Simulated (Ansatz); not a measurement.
Runs of Ansatz 0.2.0 on ZnS (Wurtzite-2H). It takes space group P6_3mc (No. 186, hexagonal). Conventional cell: a = 3.811 Å, b = 3.811 Å, c = 6.234 Å, α = 90.00°, β = 90.00°, γ = 120.00°. Around Zn (site symmetry 3m) lie 4 S at 2.31 to 2.40 Å. S (site symmetry 3m) has 4 Zn at 2.31 to 2.40 Å as nearest neighbours. 

```tsv
task	level	cutoff (eV)	basis error allowed	gap on the mesh (eV)	pressure (GPa)	V0 of scaled cells (Å³/atom)	B0 (GPa)	largest force (eV/Å)
single point	PBE	288	0.001 eV/atom	(b)	2.3	-	-	0.32
single point	PBEsol	289	0.001 eV/atom	2.11	-1.3	-	-	0.31
equation of state	PBE	-	0.001 eV/atom	-	-	20.23	(a)	-
equation of state	PBEsol	-	0.001 eV/atom	-	-	19.27	78	-
band structure	PBEsol	264	0.002 eV/atom	2.11	-1.3	-	-	0.31
band structure	LDA	265	0.002 eV/atom	1.99	-3.9	-	-	0.30
equation of state	PBEsol	-	0.002 eV/atom	-	-	19.27	78	-
equation of state	LDA	-	0.002 eV/atom	-	-	18.63	86	-
```

Alike in all rows: potentials or basis all-electron LAPW, scalar-relativistic; no spin polarisation; cell as given; k mesh 8 × 8 × 5; smearing fermi-dirac 0.05 eV.

**Question.** Estimate the missing entries.

**Answer.** (a) 69; (b) 2.25.

Caveats: the cell was scaled at fixed shape and fractional positions, which overstates the stiffness of a crystal with free parameters, most of all of layers and chains (some runs); an odd mesh through Γ misses points on the zone boundary, where band edges often lie (some runs).

Not every run made on this cell is shown here.
